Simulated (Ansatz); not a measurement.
BAs:

```
CELL_PARAMETERS angstrom
0.00000 2.38850 2.38850
2.38850 0.00000 2.38850
2.38850 2.38850 0.00000
ATOMIC_POSITIONS crystal
As 0.75000 0.75000 0.75000
B 0.00000 0.00000 0.00000
```

Base run:

| Quantity | Value |
| --- | --- |
| Program | Ansatz 0.2.0 |
| Functional | PBE |
| Potentials or basis | all-electron PAW datasets made for the crystal |
| Cutoff | 290 eV |
| Density cutoff | 1160 eV |
| k mesh | 10 × 10 × 10 |
| Occupations | fixed |
| Spin | no spin polarisation |

Its results: band gap on the k mesh 1.19 eV, indirect (least direct gap 3.28 eV); electronic dielectric tensor (diagonal) 9.70.

Problem. The run is repeated on the same cell with these changes: functional from PBE to BLYP. What comes out?

Solution. Band gap on the k mesh 1.41 eV, indirect (least direct gap 3.37 eV); electronic dielectric tensor (diagonal) 9.44.

Caveats: the program warned that the printed levels may be off, so bands, gaps and densities of states are rough (some runs).

A k mesh can miss the band edges.

Not every run made on this cell is shown here.
